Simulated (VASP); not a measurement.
# YN (Fm-3m) in VASP: settings compared

One crystal, YN, is run at these levels: PBEsol, r2SCAN; tasks: single point.

Everything below comes from runs of VASP 6.6.1. Logs are shortened: lines on timing, memory, paths and dates and some standing lists are left out, and cuts for length are marked.

## (1) Starting point

The structure is cubic, space group Fm-3m (No. 225). Conventional cell: a = 4.854 Å, b = 4.854 Å, c = 4.854 Å, α = 90.00°, β = 90.00°, γ = 90.00°. Y (site symmetry m-3m) is surrounded by 6 N at 2.43 Å. N (site symmetry m-3m) is surrounded by 6 Y at 2.43 Å.

The cell comes from a database or a generator and needn't be the stable form of this composition.

## (2) Single point, PBEsol

The input, INCAR:

```
SYSTEM = YN
ALGO = Fast ; EDIFF = 1E-6
ENCUT = 700 ; GGA = PS
ISIF = 2 ; ISMEAR = 0
LASPH = .TRUE. ; LCHARG = .TRUE.
LELF = .TRUE. ; LREAL = .FALSE.
LVHAR = .TRUE. ; LWAVE = .FALSE.
NBANDS = 15 ; NELM = 60
PREC = Accurate ; SIGMA = 0.1
```

The input, KPOINTS:

```
k-points
0
G
  12 12 12
  0 0 0
```

The input, POSCAR:

```
YN
1.0
    0.0000000000      2.4270300000      2.4270300000
    2.4270300000      0.0000000000      2.4270300000
    2.4270300000      2.4270300000      0.0000000000
Y N
1 1
Direct
    0.0000000000      0.0000000000      0.0000000000
    0.5000000000      0.5000000000      0.5000000000
```

Potentials or basis: VASP PAW PBE potentials, release 64 (Y_sv, N).

The run is started by

```
$ cat potpaw_PBE.64/Y_sv/POTCAR potpaw_PBE.64/N/POTCAR > POTCAR
$ mpirun -np 1 vasp_std > vasp.out
```

OUTCAR:

```text
SYSTEM = YN
   EDIFF = 1E-6
   ENCUT = 700
   GGA = PS
   ISIF = 2
   ISMEAR = 0
   LASPH = .TRUE.
   LREAL = .FALSE.
   NELM = 60
   PREC = Accurate

 ion  position               nearest neighbor table
   1  0.000  0.000  0.000-   2 2.43   2 2.43   2 2.43   2 2.43   2 2.43   2 2.43
   2  0.500  0.500  0.500-   1 2.43   1 2.43   1 2.43   1 2.43   1 2.43   1 2.43

  LATTYP: Found a face centered cubic cell.
 ALAT       =     4.8540600000

  Lattice vectors:

 A1 = (   0.0000000000,   2.4270300000,   2.4270300000)
 A2 = (   2.4270300000,   0.0000000000,   2.4270300000)
 A3 = (   2.4270300000,   2.4270300000,   0.0000000000)

Analysis of symmetry for initial positions (statically):
=====================================================================
 Subroutine PRICEL returns:
 Original cell was already a primitive cell.

 Routine SETGRP: Setting up the symmetry group for a
 face centered cubic supercell.

 Subroutine GETGRP returns: Found 48 space group operations
 (whereof 48 operations were pure point group operations)
 out of a pool of 48 trial point group operations.

The static configuration has the point symmetry O_h .

Analysis of symmetry for dynamics (positions and initial velocities):
=====================================================================
 Subroutine PRICEL returns:
 Original cell was already a primitive cell.

 Routine SETGRP: Setting up the symmetry group for a
 face centered cubic supercell.

 Subroutine GETGRP returns: Found 48 space group operations
 (whereof 48 operations were pure point group operations)
 out of a pool of 48 trial point group operations.

The dynamic configuration has the point symmetry O_h .

 Subroutine INISYM returns: Found 48 space group operations
 (whereof 48 operations are pure point group operations),
 and found     1 'primitive' translations

----------------------------------------------------------------------------------------

                                     Primitive cell

  volume of cell :      28.5927

  direct lattice vectors                    reciprocal lattice vectors
     0.000000000  2.427030000  2.427030000    -0.206013111  0.206013111  0.206013111
     2.427030000  0.000000000  2.427030000     0.206013111 -0.206013111  0.206013111
     2.427030000  2.427030000  0.000000000     0.206013111  0.206013111 -0.206013111

  length of vectors
     3.432338742  3.432338742  3.432338742     0.356825175  0.356825175  0.356825175

  position of ions in fractional coordinates (direct lattice)
     0.000000000  0.000000000  0.000000000
     0.500000000  0.500000000  0.500000000

  ion indices of the primitive-cell ions
   primitive index   ion index
                 1           1
                 2           2

----------------------------------------------------------------------------------------

 KPOINTS: k-points

Automatic generation of k-mesh.
 Grid dimensions read from file:
 generate k-points for:   12   12   12

 Generating k-lattice:

  Cartesian coordinates                     Fractional coordinates (reciprocal lattice)
    -0.017167759  0.017167759  0.017167759     0.083333333  0.000000000  0.000000000
     0.017167759 -0.017167759  0.017167759     0.000000000  0.083333333  0.000000000
     0.017167759  0.017167759 -0.017167759     0.000000000  0.000000000  0.083333333

  Length of vectors
     0.029735431  0.029735431  0.029735431

  Shift w.r.t. Gamma in fractional coordinates (k-lattice)
     0.000000000  0.000000000  0.000000000

 Subroutine IBZKPT returns following result:
 ===========================================

 Found     72 irreducible k-points:

 Following reciprocal coordinates:
            Coordinates               Weight
  0.000000  0.000000  0.000000      1.000000
  0.083333  0.000000  0.000000      8.000000
  0.166667  0.000000  0.000000      8.000000
  0.250000  0.000000  0.000000      8.000000
  0.333333  0.000000  0.000000      8.000000
  0.416667  0.000000  0.000000      8.000000
[... 16 lines left out ...]
  0.500000  0.166667  0.000000     24.000000
 -0.416667  0.166667  0.000000     24.000000
 [... further k-points ...]
   k-points           NKPTS =     72   k-points in BZ     NKDIM =     72   number of bands    NBANDS=     15
   number of dos      NEDOS =    301   number of ions     NIONS =      2
   total plane-waves  NPLWV =  27000
   dimension x,y,z NGX =    30 NGY =   30 NGZ =   30
   dimension x,y,z NGXF=    60 NGYF=   60 NGZF=   60
   ions per type =               1   1
   NGX,Y,Z   is equivalent  to a cutoff of  14.53, 14.53, 14.53 a.u.
   NGXF,Y,Z  is equivalent  to a cutoff of  29.06, 29.06, 29.06 a.u.
 SYSTEM =  YN
   PREC   = accura    normal or accurate (medium, high low for compatibility)
   ISTART =      0    job   : 0-new  1-cont  2-samecut
   ICHARG =      2    charge: 1-file 2-atom 10-const
   ISPIN  =      1    spin polarized calculation?
   LNONCOLLINEAR =      F non collinear calculations
   LSORBIT =      F    spin-orbit coupling
   LASPH  =      T    aspherical Exc in radial PAW
   ENCUT  =  700.0 eV  51.45 Ry    7.17 a.u.   7.40  7.40  7.40*2*pi/ulx,y,z
   NELM   =     60;   NELMIN=  2; NELMDL= -5     # of ELM steps
   EDIFF  = 0.1E-05   stopping-criterion for ELM
   LREAL  =      F    real-space projection
[... 7 lines left out ...]
   TEBEG  =    0.0;   TEEND  =   0.0 temperature during run
   PSTRESS=    0.0 pullay stress
   NELECT =      16.0000    total number of electrons
   NUPDOWN=      -1.0000    fix difference up-down
   EMIN   =  10.00;   EMAX   =-10.00  energy-range for DOS
   EFERMI =   0.00;   METHOD = LEGACY
   ISMEAR =     0;   SIGMA  =   0.10  broadening in eV -4-tet -1-fermi 0-gaus
   EFERMI_NEDOS =   21; number of points for ismear=-14 and -15
   IALGO  =     68    algorithm
   IMIX   =      4    mixing-type and parameters
     AMIX     =   0.40;   BMIX     =  1.00
     AMIX_MAG =   1.60;   BMIX_MAG =  1.00
  volume/ion in A,a.u.               =      14.30        96.48
  Fermi-wavevector in a.u.,A,eV,Ry     =   1.349055  2.549344 24.761918  1.819950
  Thomas-Fermi vector in A             =   2.476673
   LORBIT       =      0    0 simple, 1 ext, 2 COOP (PROOUT), +10 PAW based schemes
   GGA     = PS    functional components
   LHFCALC =     F    Hartree Fock is set to
   AEXX    =    0.0000 exact exchange contribution
   IVDW    =     0    specifies the selected vdW correction
   LEPSILON=     F    determine dielectric tensor
   LRPA    =     F    only Hartree local field effects (RPA)
 non-spin polarized calculation
 RMM-DIIS sequential band-by-band and
 Gauss-broadening in eV      SIGMA  =   0.10
  energy-cutoff  :      700.00
  volume of cell :       28.59
 maximum number of plane-waves:      1243
 NGX is ok and might be reduce to    30
   NGX = 15   NGY = 15   NGZ = 15

 number of electron      16.0000001 magnetization

 Free energy of the ion-electron system (eV)
  ---------------------------------------------------
  ext. energy  EPLUGINS =         0.00000000
  ---------------------------------------------------
  free energy    TOTEN  =       -19.13675644 eV

  energy without entropy =      -19.13656168  energy(sigma->0) =      -19.13665906

 E-fermi :   4.1693     XC(G=0): -11.5511

 val. band max:        4.1329958134   @ k =   0.0000   0.0000   0.0000
 cond. band min:       4.2047947769   @ k =   0.5000   0.5000   0.0000
 fundamental gap:      0.0717989635
 Fermi energy:         4.1693181583

 k-point     1 :       0.0000    0.0000    0.0000
  band No.  band energies     occupation
      1     -36.4638      2.00000
      2     -16.1129      2.00000
      3     -16.1129      2.00000
      4     -16.1129      2.00000
      5      -8.7877      2.00000
      6       4.1330      1.39253
      7       4.1330      1.39253
      8       4.1330      1.39252
      9       7.2614      0.00000
     10       7.2614      0.00000
     11       7.2614      0.00000
     12       8.4066      0.00000
     13       9.3230      0.00000
     14       9.3230      0.00000
     15      14.9006      0.00000

 k-point     2 :       0.0833    0.0000    0.0000
  band No.  band energies     occupation
      1     -36.4549      2.00000
      2     -16.2110      2.00000
      3     -16.1191      2.00000
      4     -16.1191      2.00000
      5      -8.6537      2.00000
      6       3.6672      2.00000
      7       3.8778      1.99996
      8       3.8778      1.99996
      9       7.3203      0.00000
     10       7.4406      0.00000
     11       7.4406      0.00000
     12       8.8245      0.00000
     13       9.6959      0.00000
     14       9.6959      0.00000
     15      15.3769      0.00000

 k-point     3 :       0.1667    0.0000    0.0000
  band No.  band energies     occupation
      1     -36.4305      2.00000
      2     -16.4650      2.00000
      3     -16.1360      2.00000
      4     -16.1360      2.00000
      5      -8.2975      2.00000
      6       2.6824      2.00000
      7       3.3124      2.00000
      8       3.3124      2.00000
      9       7.4627      0.00000
     10       7.9264      0.00000
     11       7.9264      0.00000
     12       9.7874      0.00000
     13      10.6368      0.00000
     14      10.6368      0.00000
     15      16.6054      0.00000
[... 343 lines left out ...]
 k-point    23 :       0.5000    0.1667    0.0000
  band No.  band energies     occupation
      1     -36.3186      2.00000
      2     -17.2020      2.00000
      3     -16.3714      2.00000
      4     -16.2723      2.00000
      5      -7.2621      2.00000
      6       0.6348      2.00000
      7       2.0634      2.00000
      8       2.2320      2.00000
      9       8.0381      0.00000
     10      10.2806      0.00000
     11      10.9483      0.00000
     12      12.3174      0.00000
     13      13.6320      0.00000
     14      14.7018      0.00000
     15      17.1286      0.00000

 k-point    24 :      -0.4167    0.1667    0.0000
  band No.  band energies     occupation
      1     -36.3163      2.00000
      2     -17.2177      2.00000
      3     -16.4103      2.00000
      4     -16.2443      2.00000
      5      -7.1885      2.00000
      6       0.5004      2.00000
      7       2.0193      2.00000
      8       2.1559      2.00000
      9       9.0730      0.00000
     10       9.5602      0.00000
     11      10.4785      0.00000
     12      12.3911      0.00000
     13      14.4518      0.00000
     14      14.6145      0.00000
     15      17.1440      0.00000

 [... further k-points ...]
[... 5 lines left out ...]
  --------------------------------------------------------------------------------------
  -------------------------------------------------------------------------------------
  Total       -0.0049143     -0.0049143     -0.0049143      0.0000000     -0.0000000      0.0000000
  in kB       -0.2753722     -0.2753722     -0.2753722      0.0000000     -0.0000000      0.0000000
  external PRESSURE =      -0.2753722 kB  Pullay stress =       0.0000000 kB

 VOLUME and BASIS-vectors are now :
 -----------------------------------------------------------------------------
  energy-cutoff  :      700.00
  volume of cell :       28.59
      direct lattice vectors                 reciprocal lattice vectors
     0.000000000  2.427030000  2.427030000    -0.206013111  0.206013111  0.206013111
     2.427030000  0.000000000  2.427030000     0.206013111 -0.206013111  0.206013111
     2.427030000  2.427030000  0.000000000     0.206013111  0.206013111 -0.206013111

 POSITION                                       TOTAL-FORCE (eV/Angst)
 -----------------------------------------------------------------------------------
      0.00000      0.00000      0.00000        -0.000000     -0.000000     -0.000000
      2.42703      2.42703      2.42703         0.000000      0.000000      0.000000
 -----------------------------------------------------------------------------------
    total drift:                                0.000000      0.000000      0.000000

  FREE ENERGIE OF THE ION-ELECTRON SYSTEM (eV)
  ---------------------------------------------------
  free  energy   TOTEN  =       -19.1367564431 eV

  energy  without entropy=      -19.1365616809  energy(sigma->0) =      -19.13665906
```

It took 35 s on 1 thread of Intel Xeon 6975P-C (Granite Rapids), shared host; peak memory 0.22 GiB.

What came out:

```yaml
Free_energy: -19.1368 eV
Pressure: 0.0 GPa
Band_gap_on_the_k_mesh: 0.07 eV, indirect (least direct gap 0.44 eV)
```

Caveat: the PAW data sets were made with another functional, which shifts forces and pressure a little.

(Continued in part 2 of 2.)
